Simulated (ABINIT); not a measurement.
# A GW chain in ABINIT: AgBr (Bromargyrite), part 3 of 3

Wanted: ground state, empty states, screening and self-energy for AgBr (Bromargyrite).

ABINIT 10.8.3; PBE and many-body steps on it, plane waves. Known limits of the many-body steps: not at the basis limit; d shell near the gap, gap tends to lie low; no spin-orbit coupling; coarse k mesh.

So far. Step 4 (Empty states on the mesh, 4×4×4 mesh, 147 bands): On this mesh the gap is 0.676 eV. Step 5 (Screening, 4×4×4 mesh, 139 bands, screening to 163.3 eV): Local fields lower ε∞ by 8 %. On a Γ-centred mesh this coarse the value itself is usually too large, while a short band sum pulls it down.

**6. Self-energy, 4×4×4 mesh, 139 bands, screening to 163.3 eV**

The self-energy is evaluated for the states that the input lists, and the levels follow from it, in one-shot runs by the linearised quasiparticle equation.

This step: G0W0 on PBE, plane waves, norm-conserving pseudopotentials.

run.abi

```
acell 3*1.0 Angstrom
rprim 
  0.000000000000 2.887250000000 2.887250000000
  2.887250000000 0.000000000000 2.887250000000
  2.887250000000 2.887250000000 0.000000000000
ntypat 2
znucl 47 35
natom 2
typat 1 2
xred 
  0.000000000000 0.000000000000 0.000000000000
  0.500000000000 0.500000000000 0.500000000000
pp_dirpath "pseudos"
pseudos "Ag.upf, Br.upf"
ecut 37
ngkpt 4 4 4
nshiftk 1
shiftk 0 0 0
kptopt 1
chksymbreak 0
istwfk *1
occopt 1
irdwfk 1
optdriver 4
nband 139
gwcalctyp 0
ecutsigx 37
symsigma 1
nkptgw 2
kptgw 
  0.5000000000 0.0000000000 0.0000000000
  0.0000000000 0.0000000000 0.0000000000
bdgw 
  12 15
  11 17
ecuteps 6
irdscr 1
ppmodel 1
indata_prefix "in"
outdata_prefix "out"
tmpdata_prefix "tmp"
```

Launch:

```
$ OMP_NUM_THREADS=1 mpirun -n 8 abinit run.abi > log
```

Numbers of over 12 decimals in the logs are rounded to 6 here.

Log:

```text
.Version 10.8.3 of ABINIT. v10.8.2 released Aug 2026.

 Symmetries : space group Fm -3 m (#225); Bravais cF (face-center cubic)
[... echo of the input left out ...]
== DATASET  1 ==================================================================
-   mpi_nproc: 8, omp_nthreads: 1 (-1 if OMP is not activated)

--- !DatasetInfo
iteration_state: {dtset: 1, }
dimensions: {natom: 2, nkpt: 8, mband: 139, nsppol: 1, nspinor: 1, nspden: 1, mpw: 3512, }
cutoff_energies: {ecut:  37.0, pawecutdg:  -1.0, }
electrons: {nelect:   2.60000000E+01, charge:   0.00000000E+00, occopt:   1.00000000E+00, tsmear:   1.00000000E-02, }

 SIGMA: Calculation of the GW corrections

 Based on a program developped by R.W. Godby, V. Olevano, G. Onida, and L. Reining.
 Incorporated in ABINIT by V. Olevano, G.-M. Rignanese, and M. Torrent.
.Using double precision arithmetic ; gwpc =  8

[... cell and pseudopotentials left out ...]
--------------------------------------------------------------------------------

 ==== K-mesh for the wavefunctions ====
 Number of points in the irreducible wedge :     8
[... list of points left out ...]
 Together with 48 symmetry operations and time-reversal symmetry
 yields    64 points in the full Brillouin Zone.

 ==== Q-mesh for screening function ====
 Number of points in the irreducible wedge :     8
[... list of points left out ...]
 Together with 48 symmetry operations and time-reversal symmetry
 yields    64 points in the full Brillouin Zone.

 vcoul_init : cutoff-mode = AUXILIARY_FUNCTION
 q-points for optical limit:   1
     1)      0.000010    0.000020    0.000030
 setmesh: FFT mesh size selected  =    45x   45x   45
          total number of points  =        91125

 Number of electrons calculated from density =   26.0000; Expected =   26.0000
 average of density, n =  0.080038
 r_s =    1.4395
 omega_plasma =   27.2899 [eV]

 === KS Band Gaps ===
  >>>> For spin  1
   Minimum direct gap =   2.5442 [eV], located at k-point      :   0.0000  0.0000  0.0000
   Fundamental gap    =   0.6764 [eV], Top of valence bands at :   0.5000  0.0000  0.0000
                                       Bottom of conduction at :   0.0000  0.0000  0.0000
 SIGMA fundamental parameters:
 PLASMON POLE MODEL  1
 number of plane-waves for SigmaX                 3479
 number of plane-waves for SigmaC and W            259
 number of plane-waves for wavefunctions          3479
 number of bands                                   139
 number of independent spin polarizations            1
 number of spinorial components                      1
 number of k-points in IBZ                           8
 number of q-points in IBZ                           8
 number of symmetry operations                      48
 number of k-points in BZ                           64
 number of q-points in BZ                           64
 number of frequencies for dSigma/dE                 9
 frequency step for dSigma/dE [eV]                0.25
 number of omega for Sigma on real axis              0
 max omega for Sigma on real axis  [eV]           0.00
 zcut for avoiding poles [eV]                     0.10

 EPSILON^-1 parameters (SCR file):
 dimension of the eps^-1 matrix on file            259
 dimension of the eps^-1 matrix used               259
 number of plane-waves for wavefunctions          3479
 number of bands                                   139
 number of q-points in IBZ                           8
 number of frequencies                               2
 number of real frequencies                          1
 number of imag frequencies                          1

 matrix elements of self-energy operator (all in [eV])

 Perturbative Calculation

--- !SelfEnergy_ee
iteration_state: {dtset: 1, }
kpoint     : [   0.500,    0.000,    0.000, ]
spin       : 1
KS_gap     :    3.789
QP_gap     :    4.593
Delta_QP_KS:    0.803
data: !SigmaeeData |
     Band     E0 <VxcDFT>   SigX SigC(E0)      Z dSigC/dE  Sig(E)    E-E0       E
       12   4.662 -19.756 -24.013   3.360   0.797  -0.255 -20.471  -0.714   3.948
       13   4.662 -19.756 -24.013   3.360   0.797  -0.255 -20.471  -0.714   3.948
       14   8.451  -8.729  -4.696  -3.926   0.832  -0.203  -8.640   0.089   8.540
       15  11.151 -13.263  -7.266  -5.096   0.797  -0.255 -12.545   0.718  11.869

--- !SelfEnergy_ee
iteration_state: {dtset: 1, }
kpoint     : [   0.000,    0.000,    0.000, ]
spin       : 1
KS_gap     :    2.544
QP_gap     :    3.712
Delta_QP_KS:    1.168
data: !SigmaeeData |
     Band     E0 <VxcDFT>   SigX SigC(E0)      Z dSigC/dE  Sig(E)    E-E0       E
       11   2.794 -13.189 -16.662   2.322   0.797  -0.255 -14.105  -0.916   1.878
       12   2.794 -13.189 -16.662   2.322   0.797  -0.255 -14.105  -0.916   1.878
       13   2.794 -13.189 -16.662   2.322   0.797  -0.255 -14.105  -0.916   1.878
       14   5.338 -10.519  -6.429  -3.785   0.825  -0.212 -10.268   0.251   5.590
       15  14.594 -11.297  -6.448  -4.346   0.819  -0.220 -10.885   0.413  15.007
       16  14.594 -11.297  -6.448  -4.346   0.819  -0.220 -10.885   0.413  15.007
       17  14.594 -11.297  -6.448  -4.346   0.819  -0.220 -10.885   0.413  15.007

== END DATASET(S) ==============================================================
================================================================================

 -outvars: echo values of variables after computation  --------
           etotal      0.0000000000E+00
            nband         139
             nkpt           8
          spgroup         225
 [... the other variables as echoed above ...]

 Calculation completed.
```

Run time: 7.8 s. Hardware: 8 MPI ranks of Arm Neoverse V2, shared host; peak memory 1.6 GiB.

Numbers from this step:

```yaml
g0w0_gap_on_the_points_computed: 1.642 eV
starting_gap_on_the_mesh: 0.6764 eV
k_of_the_valence_top: 0.5, 0, 0
k_of_the_conduction_bottom: 0, 0, 0
z_at_the_valence_top: 0.797
z_at_the_conduction_bottom: 0.825
least_direct_g0w0_gap_on_the_computed_points: 3.712 eV
```

The gap on the mesh goes from 0.68 eV to 1.64 eV, a correction of +0.97 eV.

Limits: finite bands, cutoff and mesh; d shell near the gap, gap tends to lie low; no spin-orbit coupling; coarse k mesh. v1 is the top filled band, c1 the lowest empty one. The levels before and after the correction (eV, zero at the valence-band top of each column):

|  | conduction bottom | valence top |
| --- | --- | --- |
| Kohn-Sham | 0.68 | 0.00 |
| G0W0 | 1.64 | 0.00 |

|  | level | energy (eV) |
| --- | --- | --- |
| Kohn-Sham | (0.5 0 0) v2-v1 | 0.000 |
| Kohn-Sham | (0.5 0 0) c1 | 3.789 |
| Kohn-Sham | (0.5 0 0) c2 | 6.489 |
| Kohn-Sham | Γ v3-v1 | -1.868 |
| Kohn-Sham | Γ c1 | 0.676 |
| Kohn-Sham | Γ c2-c4 | 9.932 |
| G0W0 | (0.5 0 0) v2-v1 | 0.000 |
| G0W0 | (0.5 0 0) c1 | 4.592 |
| G0W0 | (0.5 0 0) c2 | 7.921 |
| G0W0 | Γ v3-v1 | -2.070 |
| G0W0 | Γ c1 | 1.642 |
| G0W0 | Γ c2-c4 | 11.059 |

**7. Where the time went**

Times are wall times on 8 MPI ranks of Arm Neoverse V2, shared host, good to a factor of about two.

| step | time | share | memory (GiB) |
| --- | --- | --- | --- |
| ground state | 6.7 s | 9 % | 0.61 |
| bands along the symmetry lines | 8.9 s | 12 % | 0.54 |
| empty states on the mesh | 30 s | 41 % | 5.7 |
| screening | 20 s | 27 % | 1.6 |
| self-energy | 7.8 s | 11 % | 1.6 |

**8. Results**

| Property | Result |
| --- | --- |
| PBE gap | 0.68 eV, indirect |
| G0W0 gap on the mesh | 1.64 eV |
| GW settings | 4×4×4 mesh, 139 bands, screening to 163.3 eV, Godby-Needs plasmon pole |
| known limits | not at the basis limit; d shell near the gap, gap tends to lie low; no spin-orbit coupling; coarse k mesh |

In words: G0W0 moves the gap on the mesh from 0.68 eV to 1.64 eV (+0.97 eV), with Z of 0.80 and 0.82 at the edges. Local fields lower the RPA ε∞ on this mesh from 7.27 to 6.72; a Γ-centred mesh this coarse tends to raise both, most where the direct gap is narrow, while a short band sum lowers them. Only 2 of the mesh's irreducible points were corrected, so a valley elsewhere could overtake. The dearest step here is «empty states on the mesh». Bands and cutoff are finite, so the gap is not at the basis limit. The miss can reach some tenths of an eV and take either sign; the mesh is an error of its own. In the G0W0 run levels were corrected at 2 k points alone, so a gap called «on the mesh» is the least over those, and an edge elsewhere would be missed. The 4×4×4 mesh is coarse for this cell, which bears on the long-range parts of exchange and screening. A d shell, filled or nearly so, lies near the gap. One-shot GW converges very slowly in bands there, not always from below, and on a semilocal start the gap tends to come out low; starts rich in exact exchange can overshoot instead. The many-body steps are scalar-relativistic: spin-orbit coupling is not in them.

[Paths, hosts, dates, memory and timing lines, banners, echoed tables and standing remarks are left out of the program output.]

[Logs are printed without paths, hosts, clocks, repeated set-up lines and the standing remarks that a program may print on its own settings, such as how far it seeks lower states.]

[Runs of the session that timed out or met a known fault of the program may be left out.]

[Hosts, paths, dates, database ids (printed as entryN), source tags and the programs' standing remarks are cut or masked in the printed files.]

[G0W0 gaps are taken among the corrected bands and points alone; a level outside them can change the order at an edge.]

[Where Ansatz stands beside ABINIT at settings called matched, ABINIT's density can come from a denser mesh and the files from another edition; pairs whose starting gaps differed by over 0.03 eV were left out, so agreement reads better than it is.]
